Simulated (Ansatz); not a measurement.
Method: DFT PBE, scalar-relativistic, plane waves, PAW in Ansatz 0.2.0. Settings: cutoff 420 eV, Γ-centred meshes spaced at most about 0.3 Å⁻¹, and about 0.25 Å⁻¹ or finer for metals (2π included), Gaussian smearing. No spin polarisation.

Each guess is relaxed in cell and atoms at zero pressure, on a coarse mesh first where it starts far from rest and then on a converged one. The steps can't lower the symmetry of the start, but it can rise. Energies are static (0 K, no zero-point motion).

Two unrelaxed guesses for Ta4N:

A.

```
Ta N
1.0
    -2.70285    2.70285    2.70285
     2.70285   -2.70285    2.70285
     2.70285    2.70285   -2.70285
Ta N
4 1
Direct
  0.00000 0.00000 0.50000
  0.00000 0.50000 0.00000
  0.50000 0.00000 0.00000
  0.50000 0.50000 0.50000
  0.00000 0.00000 0.00000
```

B.

```
Ta N
1.0
     0.00000    3.72162    3.72162
     3.72162    0.00000    3.72162
     3.72162    3.72162    0.00000
Ta N
4 1
Direct
  0.64000 0.12000 0.12000
  0.12000 0.12000 0.12000
  0.12000 0.64000 0.12000
  0.12000 0.12000 0.64000
  0.00000 0.00000 0.00000
```

Question: Where do they end, and which end is lower?

Answer: A ends lower, by 1.24 eV/atom. A: Im-3m at 15.8 Å³/atom → Im-3m at 16.6 Å³/atom; B: F-43m at 20.6 Å³/atom → F-43m at 31.7 Å³/atom. Counting Ta atoms around N (those within 1.25 times the shortest such distance or 1.15 times the sum of covalent radii), the end of A has N 8 and the end of B has N 4. End of A. Conventional cell: a = 5.493 Å. Ta is surrounded by 2 N at 2.38 Å and 6 Ta at 2.75 Å; N is surrounded by 8 Ta at 2.38 Å. End of B. Conventional cell: a = 8.593 Å. Ta is surrounded by 1 N at 2.05 Å, 3 Ta at 2.72 Å and 3 Ta at 3.35 Å; N has 4 Ta at 2.05 Å.

Ends held by symmetry can be saddle points. Neither end is the lowest form computed: that has space group Pm-3m (No. 221) and lies 1.00 eV/atom below the better end. Even the lowest of the cells shown lies +0.57 eV/atom against the elements. Spin–orbit coupling, which can matter for Ta, is left out. A magnetic state wasn't ruled out in cells without spin, among them Im-3m, F-43m. Some types were kept out of the candidates beforehand, so the set may lack a known form.
